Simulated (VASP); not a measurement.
# ZnS (F-43m) in VASP: band structure with HSE06

Aim: the band structure of ZnS with HSE06.

Program: VASP 6.6.1. These are calculated values, not measurements. Logs are shortened: lines on timing, memory, paths and dates and some standing lists are left out, and cuts for length are marked.

**What was measured.**

“Electronic, vibrational, and thermodynamic properties of ZnS (zincblende and rocksalt structure)”, 2009, arxiv:0911.5022 quotes, for a bulk crystal of ZnS at 19 K: band gap 3.85 eV (direct).

The results are compared with them further down.

### Step 1. The crystal as given

Symmetry: F-43m, No. 216, cubic system. Conventional cell: a = 5.404 Å, b = 5.404 Å, c = 5.404 Å, α = 90.00°, β = 90.00°, γ = 90.00°. Zn (site symmetry -43m) is surrounded by 4 S at 2.34 Å. Around S (site symmetry -43m) lie 4 Zn at 2.34 Å.

### Step 2. Band structure, HSE06

Contents of POSCAR:

```
ZnS
1.0
    0.0000000000      2.7020000000      2.7020000000
    2.7020000000      0.0000000000      2.7020000000
    2.7020000000      2.7020000000      0.0000000000
Zn S
1 1
Direct
    0.2500000000      0.2500000000      0.2500000000
    0.0000000000      0.0000000000      0.0000000000
```

Contents of INCAR.step1:

```
PREC = Accurate
ENCUT = 520
EDIFF = 1E-5
ISMEAR = 0
SIGMA = 0.02
LREAL = False
LASPH = True
NELM = 100
ALGO = Normal
ISIF = 2
LWAVE = True
LCHARG = False
KPAR = 4
GGA = PE
```

Contents of INCAR.step2:

```
PREC = Accurate
ENCUT = 520
EDIFF = 1E-7
ISMEAR = 0
SIGMA = 0.02
LREAL = False
LASPH = True
NELM = 100
ALGO = Normal
ISIF = 2
LWAVE = False
LCHARG = False
GGA = PE
LHFCALC = True
HFSCREEN = 0.2
PRECFOCK = Fast
KPAR = 4
ISTART = 1
```

Contents of KPOINTS:

```
regular mesh
0
Gamma
  6 6 6
```

Contents of KPOINTS_OPT:

```
path GXWKGLUWLK,UX
12
line-mode
reciprocal
 0.0000000000  0.0000000000  0.0000000000  G
 0.5000000000  0.0000000000  0.5000000000  X

 0.5000000000  0.0000000000  0.5000000000  X
 0.5000000000  0.2500000000  0.7500000000  W

 0.5000000000  0.2500000000  0.7500000000  W
 0.3750000000  0.3750000000  0.7500000000  K

 0.3750000000  0.3750000000  0.7500000000  K
 0.0000000000  0.0000000000  0.0000000000  G

 0.0000000000  0.0000000000  0.0000000000  G
 0.5000000000  0.5000000000  0.5000000000  L

 0.5000000000  0.5000000000  0.5000000000  L
 0.6250000000  0.2500000000  0.6250000000  U

 0.6250000000  0.2500000000  0.6250000000  U
 0.5000000000  0.2500000000  0.7500000000  W

 0.5000000000  0.2500000000  0.7500000000  W
 0.5000000000  0.5000000000  0.5000000000  L

 0.5000000000  0.5000000000  0.5000000000  L
 0.3750000000  0.3750000000  0.7500000000  K

 0.6250000000  0.2500000000  0.6250000000  U
 0.5000000000  0.0000000000  0.5000000000  X
```

Potentials or basis: VASP PAW PBE potentials, release 64 (Zn, S).

Run with:

```sh
cat potpaw_PBE.64/Zn/POTCAR potpaw_PBE.64/S/POTCAR > POTCAR
cp INCAR.step1 INCAR
mpirun -np 4 vasp_std > vasp.out
cp INCAR.step2 INCAR
mpirun -np 4 vasp_std > vasp.out
```

OUTCAR:

```text
PREC = Accurate
   ENCUT = 520
   EDIFF = 1E-7
   ISMEAR = 0
   LREAL = False
   LASPH = True
   NELM = 100
   ISIF = 2
   GGA = PE
   LHFCALC = True
   HFSCREEN = 0.2
   PRECFOCK = Fast
   ISTART = 1

 ion  position               nearest neighbor table
   1  0.250  0.250  0.250-   2 2.34   2 2.34   2 2.34   2 2.34
   2  0.000  0.000  0.000-   1 2.34   1 2.34   1 2.34   1 2.34

  LATTYP: Found a face centered cubic cell.
 ALAT       =     5.4040000000

  Lattice vectors:

 A1 = (   0.0000000000,   2.7020000000,   2.7020000000)
 A2 = (   2.7020000000,   0.0000000000,   2.7020000000)
 A3 = (   2.7020000000,   2.7020000000,   0.0000000000)

Analysis of symmetry for initial positions (statically):
=====================================================================
 Subroutine PRICEL returns:
 Original cell was already a primitive cell.

 Routine SETGRP: Setting up the symmetry group for a
 face centered cubic supercell.

 Subroutine GETGRP returns: Found 24 space group operations
 (whereof 24 operations were pure point group operations)
 out of a pool of 48 trial point group operations.

The static configuration has the point symmetry T_d .

Analysis of symmetry for dynamics (positions and initial velocities):
=====================================================================
 Subroutine PRICEL returns:
 Original cell was already a primitive cell.

 Routine SETGRP: Setting up the symmetry group for a
 face centered cubic supercell.

 Subroutine GETGRP returns: Found 24 space group operations
 (whereof 24 operations were pure point group operations)
 out of a pool of 48 trial point group operations.

The dynamic configuration has the point symmetry T_d .

 Subroutine INISYM returns: Found 24 space group operations
 (whereof 24 operations are pure point group operations),
 and found     1 'primitive' translations

----------------------------------------------------------------------------------------

                                     Primitive cell

  volume of cell :      39.4535

  direct lattice vectors                    reciprocal lattice vectors
     0.000000000  2.702000000  2.702000000    -0.185048113  0.185048113  0.185048113
     2.702000000  0.000000000  2.702000000     0.185048113 -0.185048113  0.185048113
     2.702000000  2.702000000  0.000000000     0.185048113  0.185048113 -0.185048113
[... 91 lines left out ...]
   EFERMI_NEDOS =   21; number of points for ismear=-14 and -15
   IALGO  =     38    algorithm
   IMIX   =      1    mixing-type and parameters
     AMIX     =   0.40;   BMIX     =  1.00
     AMIX_MAG =   1.60;   BMIX_MAG =  1.00
  volume/ion in A,a.u.               =      19.73       133.12
  Fermi-wavevector in a.u.,A,eV,Ry     =   1.260290  2.381602 21.610537  1.588330
  Thomas-Fermi vector in A             =   2.393807
   LORBIT       =      0    0 simple, 1 ext, 2 COOP (PROOUT), +10 PAW based schemes
   GGA     = PE    functional components
   LHFCALC =     T    Hartree Fock is set to
   PRECFOCK=fast      Normal, Fast or Accurate (Low or Medium for compatibility)
   ENCUT4O =  -1.0   cutoff for four orbital integrals eV
   NKREDX  =     1    reduce k-point grid by
   NKREDY  =     1    reduce k-point grid by
   NKREDZ  =     1    reduce k-point grid by
   AEXX    =    0.2500 exact exchange contribution
   HFSCREEN=    0.2000 screening length (either q_TF or 0.3 A-1)
   HFSCREENC=   0.2000 screening length for correlation (either q_TF or 0.3 A-1)
   ENCUTFOCK=  -1.0 apply spherical cutoff to Coloumb kernel
   IVDW    =     0    specifies the selected vdW correction
   LEPSILON=     F    determine dielectric tensor
   LRPA    =     F    only Hartree local field effects (RPA)
 non-spin polarized calculation
 Gauss-broadening in eV      SIGMA  =   0.02
  energy-cutoff  :      520.00
  volume of cell :       39.45
 maximum number of plane-waves:      1073
  NGX = 16; NGY = 16; NGZ = 16

 number of electron      18.0000000 magnetization

 Free energy of the ion-electron system (eV)
  ---------------------------------------------------
  ext. energy  EPLUGINS =         0.00000000
  ---------------------------------------------------
  free energy    TOTEN  =        -8.39287872 eV

  energy without entropy =       -8.39287872  energy(sigma->0) =       -8.39287872

 E-fermi :   1.4938     XC(G=0):  -7.9590

 val. band max:        1.3723177770   @ k =   0.0000   0.0000   0.0000
 cond. band min:       4.7173161172   @ k =   0.0000   0.0000   0.0000
 fundamental gap:      3.3449983403
 Fermi energy:         1.4937583503

 k-point     1 :       0.0000    0.0000    0.0000
  band No.  band energies     occupation
      1     -12.9558      2.00000
      2      -6.4805      2.00000
      3      -6.4805      2.00000
      4      -6.4805      2.00000
      5      -6.0358      2.00000
      6      -6.0358      2.00000
      7       1.3723      2.00000
      8       1.3723      2.00000
      9       1.3723      2.00000
     10       4.7173      0.00000
     11       9.0743      0.00000
     12       9.0743      0.00000
     13       9.0743      0.00000
[... 226 lines left out ...]
  band No.  band energies     occupation
      1     -11.6367      2.00000
      2      -6.3250      2.00000
      3      -6.2269      2.00000
      4      -6.1249      2.00000
      5      -6.0111      2.00000
      6      -5.6330      2.00000
      7      -3.5075      2.00000
      8      -1.4489      2.00000
      9      -1.3717      2.00000
     10       7.2859      0.00000
     11       8.0782      0.00000
     12      11.8087      0.00000
     13      11.8223      0.00000

------------------------ aborting loop because EDIFF is reached ----------------------------------------

  FORCE on cell =-STRESS in cart. coord.  units (eV):
  Direction    XX          YY          ZZ          XY          YZ          ZX
  --------------------------------------------------------------------------------------
  -------------------------------------------------------------------------------------
  Total        0.2281093      0.2281093      0.2281093      0.0000000      0.0000000     -0.0000000
  in kB        9.2633385      9.2633385      9.2633385      0.0000000      0.0000000     -0.0000000
  external PRESSURE =       9.2633385 kB  Pullay stress =       0.0000000 kB

 VOLUME and BASIS-vectors are now :
 -----------------------------------------------------------------------------
  energy-cutoff  :      520.00
  volume of cell :       39.45
      direct lattice vectors                 reciprocal lattice vectors
     0.000000000  2.702000000  2.702000000    -0.185048113  0.185048113  0.185048113
     2.702000000  0.000000000  2.702000000     0.185048113 -0.185048113  0.185048113
     2.702000000  2.702000000  0.000000000     0.185048113  0.185048113 -0.185048113

 POSITION                                       TOTAL-FORCE (eV/Angst)
 -----------------------------------------------------------------------------------
      1.35100      1.35100      1.35100         0.000000      0.000000      0.000000
      0.00000      0.00000      0.00000        -0.000000     -0.000000     -0.000000
 -----------------------------------------------------------------------------------
    total drift:                               -0.000021     -0.000006     -0.000007

  FREE ENERGIE OF THE ION-ELECTRON SYSTEM (eV)
  ---------------------------------------------------
  free  energy   TOTEN  =        -8.3928787217 eV

  energy  without entropy=       -8.3928787217  energy(sigma->0) =       -8.39287872
```

Wall time 20 min (4 MPI ranks of AMD EPYC 7R43 (Zen 3), shared host); peak memory 0.3 GiB.

Results:

* Free energy: -8.3929 eV
* Pressure: 0.9 GPa
* Band gap on the k mesh: 3.34 eV, direct
* Band gap along the path: 3.34 eV, direct

Levels at the corners of the path, in eV from the valence-band top:
```
point  band 6  band 7  band 8  band 9  band 10  band 11  band 12  band 13
    Γ   -7.41    0.00    0.00    0.00     3.34     7.70     7.70     7.70
    X   -7.13   -4.99   -2.35   -2.35     4.40     5.28    12.57    13.72
    X   -7.13   -4.99   -2.35   -2.35     4.40     5.28    12.57    13.72
    W   -6.96   -4.83   -2.98   -2.86     6.80     7.56     9.25     9.44
    W   -6.96   -4.83   -2.98   -2.86     6.80     7.56     9.25     9.44
    K   -7.01   -4.90   -3.34   -1.91     5.24     7.30    10.78    11.30
    K   -7.01   -4.90   -3.34   -1.91     5.24     7.30    10.78    11.30
    Γ   -7.41    0.00    0.00    0.00     3.34     7.70     7.70     7.70
    Γ   -7.41    0.00    0.00    0.00     3.34     7.70     7.70     7.70
    L   -7.17   -5.60   -0.92   -0.92     4.56     8.20     8.20    10.23
    L   -7.17   -5.60   -0.92   -0.92     4.56     8.20     8.20    10.23
    U   -7.01   -4.90   -3.34   -1.91     5.24     7.30    10.78    11.30
    U   -7.01   -4.90   -3.34   -1.91     5.24     7.30    10.78    11.30
    W   -6.96   -4.83   -2.98   -2.86     6.80     7.56     9.25     9.44
    W   -6.96   -4.83   -2.98   -2.86     6.80     7.56     9.25     9.44
    L   -7.17   -5.60   -0.92   -0.92     4.56     8.20     8.20    10.23
    L   -7.17   -5.60   -0.92   -0.92     4.56     8.20     8.20    10.23
    K   -7.01   -4.90   -3.34   -1.91     5.24     7.30    10.78    11.30
    U   -7.01   -4.90   -3.34   -1.91     5.24     7.30    10.78    11.30
    X   -7.13   -4.99   -2.35   -2.35     4.40     5.28    12.57    13.72
```

Caveat: the PAW data sets were made with another functional, which shifts forces and pressure a little.

### Step 3. Comparison with measurements

Step 2. Against the measured gap of ZnS, 3.85 eV (direct; 19 K; quoted in “Electronic, vibrational, and thermodynamic properties of ZnS (zincblende and rocksalt structure)”, 2009, arxiv:0911.5022), the calculated 3.34 eV is off by -0.51 eV. The value is that of HSE06, without temperature or zero-point motion.
